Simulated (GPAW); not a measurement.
Runs of GPAW 26.7.0 on MoS2. Symmetry: P6_3/mmc, No. 194, hexagonal system. Conventional cell: a = 3.169 Å, b = 3.169 Å, c = 12.324 Å, α = 90.00°, β = 90.00°, γ = 120.00°. Around Mo (site symmetry -6m2) lie 6 S at 2.41 Å. Around S (site symmetry 3m) lie 3 Mo at 2.41 Å. 

| task | level | potentials or basis | cell | k mesh | cutoff (eV) | smearing | maxiter | convergence | response ecut | response k mesh | response bands | gap on the mesh (eV) | pressure (GPa) | largest force (eV/Å) |
| --- | --- | --- | --- | --- | --- | --- | --- | --- | --- | --- | --- | --- | --- | --- |
| single point | TB-mBJ | GPAW PAW data sets for LDA (gpaw-data 1.2.1), pw | as given | 6 × 6 × 2 | 600 | fermi-dirac 0.05 eV | 150 | - | - | - | - | 1.12 | - | - |
| single point | r2SCAN | GPAW PAW data sets (gpaw-data 1.2.1), pw | as given | 8 × 8 × 2 | 500 | fermi-dirac 0.05 eV | 120 | default | - | - | - | 1.08 | (b) | 0.23 |
| single point | PBE | GPAW PAW data sets (gpaw-data 1.2.1), pw | as given | 8 × 8 × 2 | 450 | fermi-dirac 0.05 eV | 120 | default | - | - | - | 0.97 | 1.8 | 0.06 |
| dielectric tensor | LDA | the program's PAW data sets (release 1.2.1) made for this functional, pw | as given | 8 × 8 × 2 | 450 | fermi-dirac 0.001 eV | 150 | - | 80 eV | 13 × 13 × 3 | 74 | 0.90 | - | - |
| single point | LDA | the program's PAW data sets (release 1.2.1) made for this functional, pw | as given | 8 × 8 × 2 | 450 | fermi-dirac 0.05 eV | 120 | default | - | - | - | 0.90 | (a) | 0.53 |
| phonons | PBE | GPAW PAW data sets (gpaw-data 1.2.1), pw | atoms relaxed | 7 × 7 × 2 | 510 | fermi-dirac 0.05 eV | 150 | density=1e-06 eigenstates=1e-09 | - | - | - | 0.99 | 2.2 | - |

Alike in all rows: no spin polarisation.

Q: Fill in the values left out.

A: (a) -6.3; (b) 0.8.

Caveats: the cutoff is short for stress and forces, so pressures can be off by a GPa or more (some runs); the PAW data sets were made with another functional, which shifts forces and pressure a little (some runs); this functional lacks dispersion, which binds the layers, so the pressure and a relaxed spacing across them are unreliable (some runs); an odd mesh through Γ misses points on the zone boundary, where band edges often lie (some runs); a model potential gives levels but no total energy (some runs); the long-wavelength limit can be off by several per cent where d states take part (some runs); the LO-TO splitting is left out (some runs).

A k mesh can miss the band edges, and the runs leave out spin-orbit coupling on Mo.
